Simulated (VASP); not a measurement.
Write the native input for VASP 6.6.1 that does the following.

| Quantity | Value |
| --- | --- |
| Task | relaxation of cell and atoms |
| Functional | PBE |
| Dispersion | D3(BJ) |
| Potentials or basis | VASP PAW PBE potentials, release 64 (Ge_d, Se) |
| Cutoff | 600 eV |
| k mesh | 4 × 8 × 6 |
| Occupations | gaussian, width 0.03 eV |
| Spin | no spin polarisation |
| Further INCAR settings | ALGO = Normal; EDIFF = 1e-06; IBRION = 2; EDIFFG = -0.01; NSW = 90; ISIF = 3 |

The structure of GeSe lies in POSCAR:

```
GeSe
1.0
   10.7900000000      0.0000000000      0.0000000000
    0.0000000000      3.8200000000      0.0000000000
    0.0000000000      0.0000000000      4.3800000000
Ge Se
4 4
Direct
    0.1210000000      0.7500000000      0.8940000000
    0.6210000000      0.7500000000      0.6060000000
    0.3790000000      0.2500000000      0.3940000000
    0.8790000000      0.2500000000      0.1060000000
    0.8520000000      0.7500000000      0.4970000000
    0.3520000000      0.7500000000      0.0030000000
    0.6480000000      0.2500000000      0.9970000000
    0.1480000000      0.2500000000      0.5030000000
```

These files were run (other wordings do the same):

INCAR

```
PREC = Accurate
ENCUT = 600
EDIFF = 1E-6
ISMEAR = 0
SIGMA = 0.03
LREAL = False
LASPH = True
NELM = 80
ALGO = Normal
ISIF = 3
LWAVE = False
LCHARG = False
GGA = PE
IVDW = 12
IBRION = 2
NSW = 90
EDIFFG = -0.01
KPAR = 2
```

KPOINTS

```
regular mesh
0
Gamma
  4 8 6
```

Potentials or basis: VASP PAW PBE potentials, release 64 (Ge_d, Se).

Launch:

```console
$ cat potpaw_PBE.64/Ge_d/POTCAR potpaw_PBE.64/Se/POTCAR > POTCAR
$ mpirun -np 2 vasp_std > vasp.out
```

It gave:

| Property | Result |
| --- | --- |
| Relaxed volume | 23.52 Å³/atom |
| Relaxed cell | a = 10.960 Å, b = 3.882 Å, c = 4.423 Å, α = 90.00°, β = 90.00°, γ = 90.00° |
| Space group after relaxing (to 0.05 Å) | Pnma (No. 62) |
| Energy gained by relaxing | 11.7 meV/atom |
| Ionic steps | 25 |
| Pressure after relaxing | 0.0 GPa |
| Largest force after relaxing | 0.010 eV/Å |
| Band gap on the k mesh | 0.71 eV, indirect (least direct gap 0.89 eV) |
| Dispersion energy per atom | -0.358 eV |

Run time: 38 min on 2 MPI ranks on AMD EPYC 9R45 (Zen 5), on a shared host, peak memory 0.64 GiB a rank.
